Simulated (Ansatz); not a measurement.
## A run on BN

```yaml
crystal:
  lattice:
    - [0.0, 1.8075, 1.8075]
    - [1.8075, 0.0, 1.8075]
    - [1.8075, 1.8075, 0.0]
  atoms:
    - { symbol: B, position: [0.0, 0.0, 0.0] }
    - { symbol: "N", position: [0.25, 0.25, 0.25] }
kpoints:
  mp_grid: { grid: [14, 14, 14] }
scf:
  max_iter: 60
hamiltonian:
  xc: pbe
  pseudopotentials: { kind: paw }
output:
  forces: true
  stress: true
  populations: true
  efg:
    quadrupole_moments_barn: { B: 0.04059, "N": 0.02044 }
    contact_densities: true
```

```sh
ansatz run input.yaml --threads 1 --pin off --max-ram 3072MiB --backend cpu --events-out ev --progress --plain --runs-dir out
```

(1) What happens when this input is run?

## Answers

(1) The program refused the input. The input holds no occupation method. The program says:

```
Error: YAML parse error: `scf.occupations.method` is required: fixed only where the cell keeps a band gap throughout the run, explicit beside scf.occupations.values (under evaluate: without them), else a smearing such as fermi_dirac (scf.occupations.width is optional; its entry in the input reference gives the default)
```

Against a sound input the change was `scf.occupations`: {method: fermi_dirac, width: 0.02} → not typed; `scf.max_iter`: not typed → 60.
